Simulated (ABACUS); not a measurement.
# Ir (Fm-3m) in ABACUS: equation of state

How stiff is Ir in PBE, and what volume does it want? The cell is scaled to several volumes.

Everything below comes from runs of ABACUS 3.10.1. Logs are shortened: lines on timing, memory, paths and dates and some standing lists are left out, and cuts for length are marked.

### Step 1. Starting point

The structure is cubic, space group Fm-3m (No. 225). The conventional cell has a = 3.831 Å, b = 3.831 Å, c = 3.831 Å, α = 90.00°, β = 90.00°, γ = 90.00°. Ir (site symmetry m-3m) is surrounded by 12 Ir at 2.71 Å.

### Step 2. Equation of state, PBE, 13.22 Å³/atom (volume scaled by 0.94)

Input file INPUT:

```
INPUT_PARAMETERS
suffix              Ir
calculation         scf
basis_type          pw
pseudo_dir          ./
symmetry            1
dft_functional      pbe
ecutwfc             68
pseudo_rcut         10
nspin               1
nbands              13
ks_solver           dav
smearing_method     fd
smearing_sigma      0.00367493
scf_thr             1e-08
scf_nmax            100
mixing_type         broyden
mixing_beta         0.7
cal_force           1
cal_stress          1
kpar                4
```

Input file STRU:

```
ATOMIC_SPECIES
Ir 192.2170 Ir.upf

LATTICE_CONSTANT
1.8897261246

LATTICE_VECTORS
0.0000000000 1.8764951499 1.8764951499
1.8764951499 0.0000000000 1.8764951499
1.8764951499 1.8764951499 0.0000000000

ATOMIC_POSITIONS
Direct

Ir
0.0
1
0.0000000000 0.0000000000 0.0000000000 1 1 1
```

Input file KPT:

```
K_POINTS
0
Gamma
12 12 12 0 0 0
```

Potentials or basis: PseudoDojo NC SR 0.4.1 PBE standard, plane waves.

On the command line:

```
$ OMP_NUM_THREADS=1 mpirun -np 4 abacus > log
```

running log:

```text
ABACUS v3.10.1

               Atomic-orbital Based Ab-initio Computation at UStc

 ------------------------------------------------------------------------------------

 READING GENERAL INFORMATION
                           global_out_dir = OUT.Ir/
                           global_in_card = INPUT
                               pseudo_dir = ./
                              orbital_dir =
                                    DSIZE = 4
                                    GSIZE = 1

 READING UNITCELL INFORMATION
                                    ntype = 1
                  lattice constant (Bohr) = 1.88973
              lattice constant (Angstrom) = 1

 READING ATOM TYPE 1
                               atom label = Ir
                      L=0, number of zeta = 1
                      L=1, number of zeta = 1
                      L=2, number of zeta = 1
             number of atom for this type = 1

                        TOTAL ATOM NUMBER = 1
DIRECT COORDINATES
    atom                   x                   y                   z     mag                  vx                  vy                  vz
taud_Ir1            0.0000000000        0.0000000000        0.0000000000  0.0000        0.0000000000        0.0000000000        0.0000000000

                          Volume (Bohr^3) = 89.1803
                             Volume (A^3) = 13.2151

 Lattice vectors: (Cartesian coordinate: in unit of a_0)
                   +0             +1.8765             +1.8765
              +1.8765                  +0             +1.8765
              +1.8765             +1.8765                  +0
 Reciprocal vectors: (Cartesian coordinate: in unit of 2 pi/a_0)
            -0.266454           +0.266454           +0.266454
            +0.266454           -0.266454           +0.266454
            +0.266454           +0.266454           -0.266454
 The esolver type has been set to : ksdft_pw

                PAO radial cut off (Bohr) = 10

 Read in pseudopotential file is Ir.upf
                     pseudopotential type = NC
          exchange-correlation functional = PBE
                 nonlocal core correction = 1
                        valence electrons = 17
                                     lmax = 3
                           number of zeta = 4
                     number of projectors = 8
                           L of projector = 0
                           L of projector = 0
                           L of projector = 1
                           L of projector = 1
                           L of projector = 2
                           L of projector = 2
                           L of projector = 3
                           L of projector = 3
     initial pseudo atomic orbital number = 10

 SETUP THE ELECTRONS NUMBER
            electron number of element Ir = 17
      total electron number of element Ir = 17
            AUTOSET number of electrons:  = 17
                           occupied bands = 9
                                   NBANDS = 13
                                   NLOCAL = 9

%%%%%%%%%%%%%%%%%%%%%%%%%%%%%%%%%%%%%%%%%%%%%%%%%%%%%%%%%%%%%%%%%%%%%%%%%%%%%%%%%%%%%%%%%%%%%%%%%%%%%%%%%%
 Warning: the number of valence electrons in pseudopotential > 9 for Ir: [Xe] 4f14 5d7 6s2
 Pseudopotentials with additional electrons can yield (more) accurate outcomes, but may be less efficient.
 If you're confident that your chosen pseudopotential is appropriate, you can safely ignore this warning.
%%%%%%%%%%%%%%%%%%%%%%%%%%%%%%%%%%%%%%%%%%%%%%%%%%%%%%%%%%%%%%%%%%%%%%%%%%%%%%%%%%%%%%%%%%%%%%%%%%%%%%%%%%

 SETUP THE PLANE WAVE BASIS
 energy cutoff for charge/potential (unit:Ry) = 272
            fft grid for charge/potential = [ 27, 27, 27 ]
                        fft grid division = [ 1, 1, 1 ]
        big fft grid for charge/potential = [ 27, 27, 27 ]
                                     nbxx = 19683
                                     nrxx = 19683

 SETUP PLANE WAVES FOR CHARGE/POTENTIAL
                    number of plane waves = 6735
                         number of sticks = 475

 PARALLEL PW FOR CHARGE/POTENTIAL
     PROC   COLUMNS(POT)             PW
        1            475           6735
 --------------- sum -------------------
        1            475           6735
                            number of |g| = 118
                                  max |g| = 24.4233
                                  min |g| = 0

----------- Double Check Mixing Parameters Begin ------------
mixing_type: broyden
mixing_beta: 0.7
mixing_gg0: 1
mixing_gg0_min: 0.1
mixing_ndim: 8
----------- Double Check Mixing Parameters End ------------

 LATTICE VECTORS: (CARTESIAN COORDINATE: IN UNIT OF A0)
                   +0             +1.8765             +1.8765
              +1.8765                  +0             +1.8765
              +1.8765             +1.8765                  +0
                       right hand lattice = 1
                                   NORM_A = 2.65376
                                   NORM_B = 2.65376
                                   NORM_C = 2.65376
                           ALPHA (DEGREE) = 60
                           BETA  (DEGREE) = 60
                           GAMMA (DEGREE) = 60

 The lattice vectors have been changed (STRU_SIMPLE.cif)

(for optimal symmetric configuration:)
                             BRAVAIS TYPE = 3
                     BRAVAIS LATTICE NAME = 03. Cubic F (face-centered)
                                    ibrav = 3
                                    IBRAV = 3
                                  BRAVAIS = FACE CENTERED CUBIC
                       LATTICE CONSTANT A = 3.75299
Original cell was already a primitive cell.
                        ROTATION MATRICES = 48
              PURE POINT GROUP OPERATIONS = 48
                   SPACE GROUP OPERATIONS = 48
                              POINT GROUP = O_h
               POINT GROUP IN SPACE GROUP = O_h

 SETUP K-POINTS
                                    nspin = 1
                   Input type of k points = Monkhorst-Pack(Gamma)
                                   nkstot = 1728
                       right hand lattice = 1
(for reciprocal lattice: )
                             BRAVAIS TYPE = 2
                     BRAVAIS LATTICE NAME = 02. Cubic I (body-centered)
                                    ibrav = 2
                       right hand lattice = 1
(for k-lattice: )
                             BRAVAIS TYPE = 2
                     BRAVAIS LATTICE NAME = 02. Cubic I (body-centered)
                                    ibrav = 2
                       right hand lattice = 1
                        ROTATION MATRICES = 48
                               nkstot_ibz = 72
K-POINTS REDUCTION ACCORDING TO SYMMETRY
     IBZ    DIRECT_X    DIRECT_Y    DIRECT_Z  WEIGHT  ibz2bz
       1  0.00000000  0.00000000  0.00000000  0.0006       0
       2  0.08333333  0.08333333  0.08333333  0.0046       1
       3  0.16666667  0.16666667  0.16666667  0.0046       2
       4  0.25000000  0.25000000  0.25000000  0.0046       3
       5  0.33333333  0.33333333  0.33333333  0.0046       4
       6  0.41666667  0.41666667  0.41666667  0.0046       5
[... 22 lines left out ...]
      29  0.33333333  0.33333333  0.08333333  0.0139      40
      30  0.41666667  0.41666667  0.16666667  0.0139      41
[... 42 further k points ...]

                               nkstot now = 72
[... K-POINTS DIRECT COORDINATES: 72 rows ...]

           k-point number in this process = 18
       minimum distributed K point number = 18
[... stars of the k points ...]

[... K-POINTS CARTESIAN COORDINATES: 18 rows ...]

[... K-POINTS DIRECT COORDINATES: 18 rows ...]

 SETUP PLANE WAVES FOR WAVE FUNCTIONS
     energy cutoff for wavefunc (unit:Ry) = 68
              fft grid for wave functions = [ 27, 27, 27 ]
                    number of plane waves = 1067
                         number of sticks = 139

 PARALLEL PW FOR WAVE FUNCTIONS
     PROC   COLUMNS(POT)             PW
        1            139           1067
 --------------- sum -------------------
        1            139           1067

 SETUP NONLOCAL PSEUDOPOTENTIALS IN PLANE WAVE BASIS
 Ir non-local projectors:
 projector 1 L=0
 projector 2 L=0
 projector 3 L=1
 projector 4 L=1
 projector 5 L=2
 projector 6 L=2
 projector 7 L=3
 projector 8 L=3
      TOTAL NUMBER OF NONLOCAL PROJECTORS = 32

 Init Non-Local PseudoPotential table :
 Init Non-Local-Pseudopotential done.

                                     npwx = 872

 Make real space PAO into reciprocal space.
       max mesh points in Pseudopotential = 1001
     dq(describe PAO in reciprocal space) = 0.01
                                    max q = 994

 number of pseudo atomic orbitals for Ir is 4
WARNING: norm of atomic wavefunction # 4 of atomic type Ir is 0.999964, renormalized

 -------------------------------------------
 SELF-CONSISTENT
 -------------------------------------------
                                 init_chg = atomic

 PW ALGORITHM --------------- ION=   1  ELEC=   1--------------------------------
 Notice: Threshold on eigenvalues was too large.
 hsover_error=0.17 > DRHO=0.0155284
 Origin diag ethr = 0.01
 New diag ethr = 9.13436e-05

 Density error is 0.0158477925033
                          Error Threshold = 9.13436130787e-05
----------------------------------------------------------
     Energy           Rydberg                 eV
----------------------------------------------------------
 E_KohnSham     -230.3064101252      -3133.4794636273
 E_Harris       -231.2796493690      -3146.7210628603
 E_Fermi        2.1049179294         28.6388776623
----------------------------------------------------------
[... 51 lines left out ...]
 Density error is 1.68578265082e-10
                          Error Threshold = 1.06054692038e-10
----------------------------------------------------------
     Energy           Rydberg                 eV
----------------------------------------------------------
 E_KohnSham     -230.3103385169      -3133.5329121389
 E_KS(sigma->0) -230.3101841829      -3133.5308123166
 E_Harris       -230.3103588449      -3133.5331887158
 E_band         -3.5509726978        -48.3134621321
 E_one_elec     -27.0571428661       -368.1313145791
 E_Hartree      27.4237099028        373.1187149769
 E_xc           -43.8460826399       -596.5565588811
 E_Ewald        -186.8305142456      -2541.9595540109
 E_entropy(-TS) -0.0003086681        -0.0041996447
 E_descf        0.0000000000         0.0000000000
 E_exx          0.0000000000         0.0000000000
 E_Fermi        2.0759668592         28.2449781447
----------------------------------------------------------

 charge density convergence is achieved
 final etot is -3133.5329121 eV
 EFERMI = 28.244978145 eV

 STATE ENERGY(eV) AND OCCUPATIONS    NSPIN == 1
 1/18 kpoint (Cartesian) = 0.0000 0.0000 0.0000 (869 pws)
       1       -65.0375     0.00115741
       2       -21.3645     0.00115741
       3       -21.3645     0.00115741
       4       -21.3645     0.00115741
       5        16.3352     0.00115741
       6        23.8892     0.00115741
       7        23.8892     0.00115741
       8        23.8892     0.00115741
       9        26.8846     0.00115741
      10        26.8846     0.00115741
      11        41.5847        0.00000
      12        47.4812        0.00000
      13        47.4812        0.00000
[... 61 lines left out ...]
 6/18 kpoint (Cartesian) = 0.11102 0.11102 0.11102 (847 pws)
       1       -64.9532     0.00925926
       2       -22.3005     0.00925926
       3       -21.4944     0.00925926
       4       -21.4944     0.00925926
       5        19.3745     0.00925926
       6        23.8606     0.00925926
       7        23.8606     0.00925926
       8        26.1879     0.00925926
       9        28.8451    5.67041e-08
      10        28.8451    5.67041e-08
      11        37.4853    5.08006e-83
      12        41.8034        0.00000
      13        48.6532        0.00000

[... levels at 12 further k points ...]

------------------------------------------------------------------------------------------
 TOTAL-FORCE (eV/Angstrom)
------------------------------------------------------------------------------------------
                       Ir1         0.0000000000         0.0000000000         0.0000000000
------------------------------------------------------------------------------------------

----------------------------------------------------------------
 TOTAL-STRESS (KBAR)
----------------------------------------------------------------
       393.3499172569        -0.0000000000        -0.0000000000
        -0.0000000000       393.3499172569         0.0000000000
        -0.0000000000         0.0000000000       393.3499172569
----------------------------------------------------------------
 TOTAL-PRESSURE: 393.349917 KBAR

 --------------------------------------------
 !FINAL_ETOT_IS -3133.5329121389468128 eV
 --------------------------------------------
```

It took 11 s on 4 MPI ranks of AMD EPYC, shared host; peak memory 0.2 GiB.

Results:

* Free energy: -3133.5329 eV
* Pressure: 39.3 GPa
* Band gap on the k mesh: none (metal or under the smearing width)

[end of part 1 of 2]
